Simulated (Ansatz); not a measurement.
Crystal: AlAu2.

```xyz
3
Lattice="-1.6715 1.6715 4.3991 1.6715 -1.6715 4.3991 1.6715 1.6715 -4.3991" Properties=species:S:1:pos:R:3 pbc="T T T"
Au    0.0000    0.0000    3.0242
Au    0.0000    0.0000    5.7740
Al    0.0000    0.0000    0.0000
```

The cell comes from a database or a generator and needn't be the stable form of this composition.

Base run:

```yaml
Program: Ansatz 0.2.0
Functional: PBEsol
Potentials_or_basis: Ansatz PAW
Cutoff: "420 eV (not typed: the program's choice for these potentials)"
k_mesh: 11 × 11 × 11
Occupations: fermi-dirac, width 0.05 eV
Spin: spin-orbit coupling, no magnetisation
```

Its results: band gap on the k mesh none (metal or under the smearing width); pressure -3.4 GPa; largest force 0.042 eV/Å.

The run is repeated on the same cell with these changes: spin from spin-orbit coupling, no magnetisation to no spin polarisation; potential files from those of the base run to others of the same set. What comes out?

Band gap on the k mesh none (metal or under the smearing width); pressure -2.3 GPa; largest force 0.055 eV/Å.

Caveats: the PAW data sets come from PBE, with cores solved anew for the run's functional, which leaves a small shift of forces and pressure; spin-orbit coupling is left out, which moves the levels of the heavy elements (some runs).
